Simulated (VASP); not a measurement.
# GaAs (F-43m): a series in biaxial strain in the (110) plane

Wanted: the response of GaAs to biaxial strain in the (110) plane, as a table, with a fit that predicts a row left out.

Method: LDA; plane waves and PAW (Ga_d, As), in the first sound run; inputs show where later runs differ, in VASP 6.6.1.

Most raw output is cut from this account.

### Step 1. Set-up

The structure is cubic, space group F-43m (No. 216). The conventional cell has a = 5.653 Å, b = 5.653 Å, c = 5.653 Å, α = 90.00°, β = 90.00°, γ = 90.00°. Nearest to Ga lie 4 As at 2.45 Å. As has 4 Ga at 2.45 Å nearest. Farther neighbours are not listed.

As a file:

```xyz
2
Lattice="0.0000 2.8265 2.8265 2.8265 0.0000 2.8265 2.8265 2.8265 0.0000" Properties=species:S:1:pos:R:3 pbc="T T T"
Ga    0.0000    0.0000    0.0000
As    1.4132    1.4132    1.4132
```

### Step 2. Relax the crystal, LDA

The series starts from the cell that this level prefers, so that zero strain is near zero stress.

This step took 2 runs in a row; the last is shown.

Level: LDA; plane waves and PAW (Ga_d, As).

INCAR

```
SYSTEM = GaAs
PREC = Accurate
ENCUT = 450
EDIFF = 1E-07
NELM = 120
ISMEAR = 0
SIGMA = 0.02
LREAL = .FALSE.
ALGO = Normal
GGA = CA
NBANDS = 15
LASPH = .TRUE.
LORBIT = 11
LWAVE = .FALSE.
LCHARG = .FALSE.
KPAR = 16
IBRION = 2
NSW = 40
ISIF = 3
EDIFFG = -0.005
POTIM = 0.4
```

POSCAR

```
GaAs
1.0
    0.0000000000      2.8045101865      2.8045101865
    2.8045101865      0.0000000000      2.8045101865
    2.8045101865      2.8045101865      0.0000000000
Ga As
1 1
Direct
    0.0000000000      0.0000000000      0.0000000000
    0.2500000000      0.2500000000      0.2500000000
```

KPOINTS

```
Automatic mesh
0
Gamma
9 9 9
0 0 0
```

Potentials, in the order of the species: Ga_d and As (LDA family, release 64).

The run is started by

```sh
$ mpirun -np 16 vasp_std
```

The job ended after 3 s (16 MPI ranks of Intel Xeon 6975P-C (Granite Rapids), shared host; peak memory 2.4 GiB; 26 s of CPU time).

Numbers from this step:

| Item | Value |
| --- | --- |
| energy(sigma→0) of the program | -9.6394 eV |
| stress, compression positive | -0.01 along [110], -0.01 across it (mean), GPa |
| volume | 44.117 Å³ |
| ionic steps | 1 |

### Step 3. Strain along the normal, LDA

One member in full: the plane is strained by -2 %, and the strain along the normal is moved by secant steps until the normal stress is under 0.012 GPa or five steps are spent; the atoms relax at each step.

This step took 3 runs, each at a new trial strain with the atoms of the one before; the last is shown.

Level: LDA; plane waves and PAW (Ga_d, As); cell typed or built by script.

Edit INCAR of step 2 so:

```diff
@@ -15,7 +15,7 @@
 LCHARG = .FALSE.
-KPAR = 16
-IBRION = 2
-NSW = 40
-ISIF = 3
-EDIFFG = -0.005
-POTIM = 0.4
+KPAR = 4
+IBRION = 1
+NSW = 25
+ISIF = 2
+EDIFFG = -0.004
+POTIM = 0.3
```

POSCAR

```
GaAs
1.0
    0.0452286910      2.7936486730      2.7484199830
    2.7936486730      0.0452286910      2.7484199830
    2.8388773640      2.8388773640      0.0000000000
Ga As
1 1
Direct
    0.0025038721      0.0025038721      0.9974961279
    0.2474961279      0.2474961279      0.2525038721
```

KPOINTS is that of step 2.

The run is started by

```sh
$ mpirun -np 4 vasp_std
```

Run time: 12 s. Hardware: 4 MPI ranks; peak memory 0.72 GiB.

This run gave:

| Property | Result |
| --- | --- |
| energy(sigma→0) of the program | -9.6206 eV |
| stress, compression positive | 0.00 along [110], 3.36 across it (mean), GPa |
| ionic steps | 1 |

### Step 4. Band edges, HSE06

Short lines in KPOINTS_OPT sample the zone centre along and across the normal of the plane, for masses, and the other valleys.

Level: HSE06; plane waves and PAW (Ga_d, As); cell typed or built by script.

INCAR

```
SYSTEM = GaAs
PREC = Accurate
ENCUT = 450
EDIFF = 1E-06
NELM = 100
ISMEAR = 0
SIGMA = 0.02
LREAL = .FALSE.
ALGO = Normal
LHFCALC = .TRUE.
AEXX = 0.25
GGA = PE
HFSCREEN = 0.2
LASPH = .TRUE.
NBANDS = 14
PRECFOCK = Fast
LWAVE = .FALSE.
LCHARG = .FALSE.
KPAR = 4
```

POSCAR is that of step 3.

KPOINTS

```
Automatic mesh
0
Gamma
5 5 5
0 0 0
```

KPOINTS_OPT

```
Line mode
6
Line-mode
Reciprocal
  0.00000000   0.00000000   0.00000000
  0.01597430   0.01597430   0.03194860

  0.00000000   0.00000000   0.00000000
 -0.01546530   0.01546530   0.00000000

  0.31000000   0.31000000   0.00000000
  0.50000000   0.50000000   0.00000000

  0.00000000   0.31000000   0.31000000
  0.00000000   0.50000000   0.50000000

  0.45000000   0.45000000   0.45000000
  0.50000000   0.50000000   0.50000000

  0.45000000   0.00000000   0.00000000
  0.50000000   0.00000000   0.00000000

  0.42500000   0.42500000   0.00000000
  0.42535992   0.44723115   0.02259107

  0.50000000   0.50000000   0.50000000
  0.48453470   0.51546530   0.50000000
```

The run is started by

```sh
$ mpirun -np 4 vasp_std
```

The job ended after 5.7 min (4 MPI ranks; peak memory 1.1 GiB; 15 min of CPU time).

Read from the output:

```
energy(sigma→0) of the program : -9.7999 eV
```

### Step 5. All members

Hybrid runs start from orbitals of a short LDA run, not shown.

Runs beyond LDA use the data sets made with LDA; this shifts their levels slightly, and their total energies have another zero.

The other members went through these steps as far as the tables show, with the same cutoff and, step by step, the same mesh; 38 runs are not shown. The session took 3.6 core hours (wall time by ranks) on a shared machine.

```csv
in-plane strain (%),strain along the normal (%),"mean of the two in-plane stresses, tension positive (GPa)",energy above the unstrained row (meV/atom),"gap on the mesh, LDA (eV)"
-2.000,1.225,-3.363,9.398,0.593
-1.500,0.900,-2.493,5.314,0.581
-1.000,0.580,-1.643,2.402,0.564
-0.500,0.284,-0.808,0.637,0.540
0,0.000,0.007,0.000,0.512
0.500,-0.274,0.800,0.479,0.416
1.000,-0.541,1.573,2.035,0.321
1.500,-0.783,2.331,4.651,0.225
2.000,-1.015,3.064,8.313,0.131
```

Slopes at zero strain, from cubics through all rows: strain ratio -0.561, stress over strain 161 GPa.

Band edges at HSE06, counted from the valence-band top at Γ, with one row partly withheld:

```csv
in-plane strain (%),gap (eV),conduction band at Γ (eV),Δ or X valley along z (eV),Δ or X valley along x (eV),"lowest conduction level at L, [111] (eV)","lowest conduction level at L, [-111] (eV)",second valence level below the top (eV),third valence level below the top (eV)
-2.000,1.644,1.731,1.644,1.912,2.031,1.658,0.059,0.283
-1.500,1.719,1.719,1.767,1.944,1.991,1.719,0.040,0.209
-1.000,1.700,1.700,1.877,1.970,1.950,1.775,0.024,0.137
-0.500,1.672,1.672,1.959,1.999,1.910,1.825,0.011,0.068
0,1.638,1.638,2.026,2.026,1.869,1.869,0.000,0.000
0.500,1.532,1.532,2.010,1.986,1.763,1.843,0.058,0.066
1.000,1.425,1.425,1.981,1.948,1.661,1.815,0.114,0.126
1.500,?,?,1.936,1.912,1.563,1.785,0.169,0.182
2.000,1.205,1.205,1.881,1.877,1.467,1.753,0.224,0.235
```

Conduction masses, in electron masses:

```csv
in-plane strain (%),"conduction mass at Γ, along the strain axis or the normal of the plane","conduction mass at Γ, across the strain axis or in the plane","L [111] mass, longitudinal","L [111] mass, transverse along [1-10]"
-2.000,0.071,0.092,1.675,0.114
-1.500,0.072,0.086,1.652,0.114
-1.000,0.072,0.081,1.628,0.113
-0.500,0.072,0.076,1.631,0.113
0,0.072,0.072,1.631,0.112
0.500,0.071,0.068,1.620,0.112
1.000,0.070,0.064,1.595,0.111
1.500,0.068,0.060,1.575,0.111
2.000,0.066,0.057,1.578,0.110
```

### Step 6. Fit and prediction

The quantity to fit is the conduction level at Γ above the mean of the three top valence levels at HSE06: 1.845, 1.802, 1.754, 1.698, 1.638, 1.573, 1.505, 1.358 eV in the rows shown.

A least-squares parabola through the 8 rows shown, with e the strain in %: E = − 0.009002 e² − 0.1225 e + 1.638 (eV), r.m.s. residual 0.0014 eV.

For the withheld row, e = 1.5, the fit gives 1.4340 eV.

### Step 7. The withheld row

The calculation gives 1.4328 eV, so the prediction is 0.0012 eV too high, within twice the residual of the fit.

### Step 8. What came out

```json
{
  "ratio of normal to in-plane strain": "-0.561",
  "biaxial modulus": "161 GPa",
  "gap of the unstrained cell, HSE06": "1.64 eV",
  "slope at zero strain of the conduction level at Γ above the mean of the three top valence levels, HSE06": "-122 meV per %",
  "error of the predicted row": "1.2 meV"
}
```

In words: As a check, the curvature of the energy gives 161 GPa for the same modulus (energy per volume = M × strain²), 0 % from the slope of the stress. At HSE06 the lowest conduction valley is in turn Δ or X, Γ from the first row to the last, and the gap runs between 1.21 and 1.72 eV. Hole masses are left out throughout, since the top bands are degenerate or cross in many series; of conduction masses, those of the Γ, L and (for Si and Ge under (001) strain) Δ valleys are kept where they change by under an eighth between rows. A measured gap of unstrained GaAs is 1.42 eV (arxiv:0805.2212, direct gap E0 at Gamma from PR, 300 K); the static gaps here belong to the lattice relaxed at LDA. HSE06 ran on a coarser mesh than the semilocal levels. Spin-orbit coupling is left out at HSE06, so the valence splittings there lack it. Δ or X levels are the lowest on their line, refined by a parabola unless they lie at X; the gap is read from all points sampled and can differ from the lowest valley by some meV, or by tens of meV where strain moves the valence top off Γ. Temperature, zero-point motion and excitons are left out.

[Lines on the potential files, build, host, timing and source positions are cut from VASP's logs without a mark.]

[Logs are printed without paths, hosts, clocks, repeated set-up lines and the standing remarks that a program may print on its own settings, such as how far it seeks lower states.]

[Hosts, paths, dates, database ids (printed as entryN), source tags and the programs' standing remarks are cut or masked in the printed files.]

[In band tables of VASP the shares of atoms and orbitals are scaled to a sum of 1 inside the atoms' spheres.]
